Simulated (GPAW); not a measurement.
# BP (F-43m) in GPAW: notebook

One crystal, BP, is run at these levels: BLYP+D3(BJ), PBEsol, PBE, LDA; tasks: density of states, equation of state, band structure.

All numbers are computed with GPAW 26.7.0; they aren't measurements. Logs are shortened: lines on timing, memory, paths and dates and some standing lists are left out, and cuts for length are marked. The log counts tension as positive stress, the text compression.

**Measured values to compare with.**

From “Equation of state of single-crystal cubic boron phosphide”, 2014, arxiv:1407.1677, for a bulk crystal of BP at 300 K: bulk modulus 179 ± 1 GPa.

The results are compared with them further down.

## (1) The structure

The structure is cubic, space group F-43m (No. 216). Conventional cell: a = 4.538 Å, b = 4.538 Å, c = 4.538 Å, α = 90.00°, β = 90.00°, γ = 90.00°. Around P (site symmetry -43m) lie 4 B at 1.97 Å. Around B (site symmetry -43m) lie 4 P at 1.97 Å.

## (2) Density of states, BLYP+D3(BJ)

Input file run.py:

```python
import numpy as np
from ase.calculators.mixing import SumCalculator
from ase.dft.bandgap import bandgap
from ase.io import read, write
from ase.units import GPa
from dftd3.ase import DFTD3
from gpaw import GPAW, PW, setup_paths

setup_paths.insert(0, '.')

atoms = read('POSCAR')

calc = GPAW(mode=PW(800),
            xc='BLYP',
            kpts={'size': (10, 10, 10), 'gamma': True},
            occupations={'name': 'fermi-dirac', 'width': 0.05},
            nbands=11,
            convergence={'density': 1e-05, 'energy': 1e-05},
            eigensolver='davidson',
            maxiter=150,
            txt='gpaw.txt')
atoms.calc = SumCalculator([calc, DFTD3(method='blyp', damping='d3bj')])
energy = atoms.get_potential_energy()
forces = atoms.get_forces()
stress = atoms.get_stress()
calc.write('gs.gpw')
write('result.traj', atoms)
print(f'Energy: {energy:.6f} eV')
print('Forces (eV/A):')
print(forces.round(4))
print('Stress (GPa):', (stress / GPa).round(3))
print('Fermi level:', round(calc.get_fermi_level(), 4), 'eV')
print(f'Gap: {bandgap(calc)[0]:.4f} eV, direct: {bandgap(calc, direct=True)[0]:.4f} eV')

dense = calc.fixed_density(kpts={'size': (15, 15, 15), 'gamma': True}, update_fermi_level=True,
                           nbands=19, convergence={'bands': 'CBM+6.0', 'eigenstates': 1e-6}, txt='dos.txt')
ef = dense.get_fermi_level()
dos = dense.dos(shift_fermi_level=False)
energies = np.linspace(ef - 14, ef + 6, 401)
spins = [None]
columns = [energies] + [dos.raw_dos(energies, spin=s, width=0.1) for s in spins]
for symbol, l in [('B', 0), ('B', 1), ('P', 0), ('P', 1), ('P', 2)]:
    for s in spins:
        columns.append(sum(dos.raw_pdos(energies, a=a.index, l=l, spin=s, width=0.1)
                           for a in atoms if a.symbol == symbol))
np.savetxt('dos.dat', np.array(columns).T, fmt='%.4f')
print('Fermi level on the dense mesh:', round(ef, 4), 'eV')
```

Input file POSCAR:

```
BP
1.0
    0.0000000000      2.2690000000      2.2690000000
    2.2690000000      0.0000000000      2.2690000000
    2.2690000000      2.2690000000      0.0000000000
P B
1 1
Direct
    0.7500000000      0.7500000000      0.7500000000
    0.0000000000      0.0000000000      0.0000000000
```

Potentials or basis: PAW data sets generated in the run's folder for this functional, pw.

On the command line:

```console
$ gpaw-setup -f BLYP B P
$ OMP_NUM_THREADS=1 python run.py
```

gpaw.txt:

```text
__  _  _
 | _ |_)|_||  |
 |__||  | ||/\| - 26.7.0

Input parameters:
  mode=PW(ecut=800.0),
  convergence={'density': 1e-05, 'energy': 1e-05},
  eigensolver=Davidson(niter=2),
  kpts=MonkhorstPack(size=(10, 10, 10), gamma=True),
  maxiter=150,
  nbands=11,
  occupations=Occupations(name='fermi-dirac', width=0.05),
  xc=XC(name='BLYP')

Diagonalizing LCAO Hamiltonian
Converting LCAO to pw mode

                  P

       B

Atoms  # Å, Bohr magnetons
|   | symbol |        x |        y |        z |    initial magnetic moments |
|---|--------|----------|----------|----------|-----------------------------|
| 0 |      P | 3.403500 | 3.403500 | 3.403500 | ( 0.0000,  0.0000,  0.0000) |
| 1 |      B | 0.000000 | 0.000000 | 0.000000 | ( 0.0000,  0.0000,  0.0000) |

Unit cell  # Å
| periodic |        x |        y |        z |  lengths |    angles |
|----------|----------|----------|----------|----------|-----------|
|      yes | 0.000000 | 2.269000 | 2.269000 | 3.208851 | 60.000000 |
|      yes | 2.269000 | 0.000000 | 2.269000 | 3.208851 | 60.000000 |
|      yes | 2.269000 | 2.269000 | 0.000000 | 3.208851 | 60.000000 |

Number of symmetries: 24
Symmetry operations  # r_c * U_cc + t_c -> r_c
|    | kind |            matrix            |
|----|------|------------------------------|
|  0 |  E   |  1, 0, 0,  0, 1, 0,  0, 0, 1 |
|  1 |  σ   |  1, 0, 0,  0, 0, 1,  0, 1, 0 |
|  2 |  σ   |  1, 0,-1,  0, 1,-1,  0, 0,-1 |
|  3 |  C3  |  1, 0,-1,  0, 0,-1,  0, 1,-1 |
|  4 |  C3  |  1,-1, 0,  0,-1, 1,  0,-1, 0 |
|  5 |  σ   |  1,-1, 0,  0,-1, 0,  0,-1, 1 |
|  6 |  σ   |  0, 1, 0,  1, 0, 0,  0, 0, 1 |
|  7 |  C3  |  0, 1, 0,  0, 0, 1,  1, 0, 0 |
|  8 |  C2  |  0, 1,-1,  1, 0,-1,  0, 0,-1 |
|  9 |  S4  |  0, 1,-1,  0, 0,-1,  1, 0,-1 |
| 10 |  C3  |  0, 0, 1,  1, 0, 0,  0, 1, 0 |
| 11 |  σ   |  0, 0, 1,  0, 1, 0,  1, 0, 0 |
| 12 |  S4  |  0, 0,-1,  1, 0,-1,  0, 1,-1 |
| 13 |  C3  |  0, 0,-1,  0, 1,-1,  1, 0,-1 |
| 14 |  S4  |  0,-1, 1,  1,-1, 0,  0,-1, 0 |
| 15 |  C2  |  0,-1, 1,  0,-1, 0,  1,-1, 0 |
| 16 |  C3  |  0,-1, 0,  1,-1, 0,  0,-1, 1 |
| 17 |  S4  |  0,-1, 0,  0,-1, 1,  1,-1, 0 |
| 18 |  S4  | -1, 1, 0, -1, 0, 1, -1, 0, 0 |
| 19 |  C3  | -1, 1, 0, -1, 0, 0, -1, 0, 1 |
| 20 |  C3  | -1, 0, 1, -1, 1, 0, -1, 0, 0 |
| 21 |  S4  | -1, 0, 1, -1, 0, 0, -1, 1, 0 |
| 22 |  σ   | -1, 0, 0, -1, 1, 0, -1, 0, 1 |
| 23 |  C2  | -1, 0, 0, -1, 0, 1, -1, 1, 0 |

BZ-sampling:
  Number of BZ points: 1000
  Number of IBZ points: 47

  Monkhorst-Pack size: [10, 10, 10]
  Monkhorst-Pack shift: [0.05, 0.05, 0.05]

K-points  # in reciprocal-cell coordinates
|     |                                coordinates |     weight |
|-----|--------------------------------------------|------------|
|   0 | (  0.00000000,   0.00000000,   0.00000000) | 0.00100000 |
|   1 | (  0.10000000,   0.10000000,   0.00000000) | 0.00600000 |
|   2 | (  0.10000000,   0.10000000,   0.10000000) | 0.00800000 |
|   3 | (  0.20000000,   0.10000000,   0.10000000) | 0.01200000 |
|   4 | (  0.20000000,   0.20000000,   0.00000000) | 0.00600000 |
|   5 | (  0.20000000,   0.20000000,   0.10000000) | 0.02400000 |
|   6 | (  0.20000000,   0.20000000,   0.20000000) | 0.00800000 |
|   7 | (  0.30000000,   0.20000000,   0.10000000) | 0.02400000 |
|   8 | (  0.30000000,   0.20000000,   0.20000000) | 0.02400000 |
|   9 | (  0.30000000,   0.30000000,   0.00000000) | 0.00600000 |
| ... |                                            |            |
|  46 | (  0.50000000,   0.50000000,   0.50000000) | 0.00400000 |

Plane wave coefficients: 1243
Cutoff: 800.0 eV

Spin-components: 1 (collinear spins)
Bands:           11
Projectors:      10
Spin-degeneracy: 2
Datatype:        complex128

Parallelization:
  kpt:    1
  domain: 1
  band:   1

Density:
  Valence electrons: 8.0
  Components: 1
  Grid points: [21 21 21]
  Charge: 0.0  # |e|

Potential:
  Grid points: [21 21 21]

species:
  P:
    name:    Phosphorus
    Z:       15.0
    valence: 5
    core:    10
    charge:  0.0  # [|e|]
    compensation charges:
      type: gauss
      rc: 0.30  # [Å]
      lmax: 2
    cutoffs:
      filter: 1.69  # [Å]
      core: 1.81  # [Å]
    projectors
    | kind |    occ | energy [eV] | rcut [Å] |
    |------|--------|-------------|----------|
    |   3s |  2.000 |     -13.831 |    0.953 |
    |   3p |  3.000 |      -5.357 |    0.953 |
    |    s |        |      13.380 |    0.953 |
    |    p |        |      21.855 |    0.953 |
    |    d |        |       0.000 |    0.953 |

    Using partial waves for P as LCAO basis

  B:
    name:    Boron
    Z:       5.0
    valence: 3
    core:    2
    charge:  0.0  # [|e|]
    compensation charges:
      type: gauss
      rc: 0.20  # [Å]
      lmax: 2
    cutoffs:
      filter: 1.14  # [Å]
      core: 1.38  # [Å]
    projectors
    | kind |    occ | energy [eV] | rcut [Å] |
    |------|--------|-------------|----------|
    |   2s |  2.000 |      -9.302 |    0.635 |
    |   2p |  1.000 |      -3.537 |    0.635 |
    |    s |        |      17.909 |    0.635 |
    |    p |        |      23.675 |    0.635 |
    |    d |        |       0.000 |    0.635 |

    Using partial waves for B as LCAO basis

Reference energy: -9978.273993  # eV

eigensolver:
  Davidson
  Converge bands: occupied
  niter=2

density mixing:
  MSR1-Mixer
  Pratt-step length: 0.05
  Maximum mixing coefficient: 0.75
  Old densities: 10
  SVD Regularization: 0.005
  Good broyden scale: 1.0
  Trust region scale: 1.0
  Backstep threshold: 4.0
  History deletion threshold: 6.0
  Fourier metric: weight=20.0, sigma=0.015

occupation numbers:
  Fermi-Dirac:
    width: 0.0500  # eV

poisson solver:
  ecut: 6400.0  # eV

xc functional:
  name: BLYP with 2 nearest neighbor stencil

convergence criteria:
- Maximum integral of absolute [dens]ity change: 1e-05 electrons / valence electron
- Maximum [total energy] change in last 3 cyles: 1e-05 eV / valence electron
- Maximum integral of absolute [eigenst]ate change: 4e-08 eV^2 / valence electron
maximum number of iterations: 150

SCF iterations
|iter     | |      energy | eigst |  dens |
|---------|-|-------------|-------|-------|
|iter:   1| |  -12.026794 | +0.20 |       |
|iter:   2| |  -11.914600 | -1.74 | -0.68 |
|iter:   3| |  -11.388342 | -1.43 | -0.72 |
|iter:   4| |  -11.390609 | -2.70 | -1.51 |
|iter:   5| |  -11.391602 | -3.90 | -2.05 |
|iter:   6| |  -11.391606 | -5.32 | -2.98 |
|iter:   7| |  -11.391606c| -6.50 | -3.86 |
|iter:   8| |  -11.391606c| -7.67c| -4.50 |
|iter:   9| |  -11.391606c| -8.81c| -5.08c|

Converged in 9 steps
Energy contributions relative to reference atoms: (reference = -9978.273993)

Energy contributions:
  Kinetic:          15.737614
  Coulomb:         -13.482851
  Zero:             -0.021665
  External:          0.000000
  Xc:              -13.624705
  Entropy:          -0.000000
  Spinorbit:         0.000000
  ----------------------------
  Free energy:     -11.391606
  Extrapolated:    -11.391606

dipole moment: (-3.419176, -3.419176, -3.419176)  # |e|*Ang

Fermi level: 9.297
Eigenvalues  # (at kpt = [0.000, 0.000, 0.000])
| band index |      eig [eV] | occ [0-2] |
|------------|---------------|-----------|
|          0 |        -6.742 |     2.000 |
|          1 |         8.559 |     2.000 |
|          2 |         8.559 |     2.000 |
|          3 |         8.559 |     2.000 |
|          4 |        12.113 |     0.000 |
|          5 |        12.113 |     0.000 |
|          6 |        12.113 |     0.000 |
|          7 |        16.011 |     0.000 |
|          8 |        20.515 |     0.000 |
|          9 |        20.842 |     0.000 |
|         10 |        23.307 |     0.000 |

Gap: 1.513 eV
Transition (v -> c):
  (s=0, k=0, n=3, [0.00, 0.00, 0.00]) -> (s=0, k=24, n=4, [0.40, 0.40, 0.00])
Direct/indirect transitions are different
Direct gap: 3.554 eV
Transition at: (s=0, k=0, n=3, [0.00, 0.00, 0.00])

Forces  # eV/Ang
|       x |        y |        z |
|---------|----------|----------|
| 0.00000 | -0.00000 | -0.00000 |  # P    0
| 0.00000 |  0.00000 | -0.00000 |  # B    1

Stress tensor  # eV/Ang^3
|         x |         y |         z |
|-----------|-----------|-----------|
| -0.038733 |  0.000000 |  0.000000 |
|  0.000000 | -0.038733 | -0.000000 |
|  0.000000 | -0.000000 | -0.038733 |

# Writing to gs.gpw (mode='')
```

Run time: 39 s. Hardware: 1 thread of Arm Neoverse V1, shared host; peak memory 0.24 GiB.

Results:

- Free energy: -12.7626 eV
- Pressure: -3.3 GPa
- Band gap on the k mesh: 1.51 eV, indirect (least direct gap 3.55 eV)
- Dispersion energy per atom: -0.685 eV

Levels at points of the mesh, in eV from the valence-band top:
| k point | band 2 | band 3 | band 4 | band 5 | band 6 | band 7 |
| --- | --- | --- | --- | --- | --- | --- |
| (0.00, 0.00, 0.00) | 0.00 | 0.00 | 0.00 | 3.55 | 3.55 | 3.55 |
| (0.50, 0.50, 0.00) | -8.44 | -4.01 | -4.01 | 1.63 | 1.95 | 12.10 |
| (0.50, 0.50, 0.50) | -8.84 | -1.72 | -1.72 | 3.92 | 4.90 | 4.90 |

States per cell in windows of 1 eV (zero at the valence-band top; states under -8 eV left out):
| from (eV) | total |
| --- | --- |
| -8.0 | 0.75 |
| -7.0 | 0.36 |
| -6.0 | 0.74 |
| -5.0 | 0.85 |
| -4.0 | 1.13 |
| -3.0 | 0.96 |
| -2.0 | 0.61 |
| -1.0 | 0.19 |
| 0.0 | 0.00 |
| 1.0 | 0.08 |
| 2.0 | 0.46 |
| 3.0 | 0.87 |
| 4.0 | 1.15 |
| 5.0 | 1.23 |

A k mesh can miss the band edges. A hybrid or GW would open this gap; BLYP tends to underestimate it.

(Part 1 of 2 ends here.)
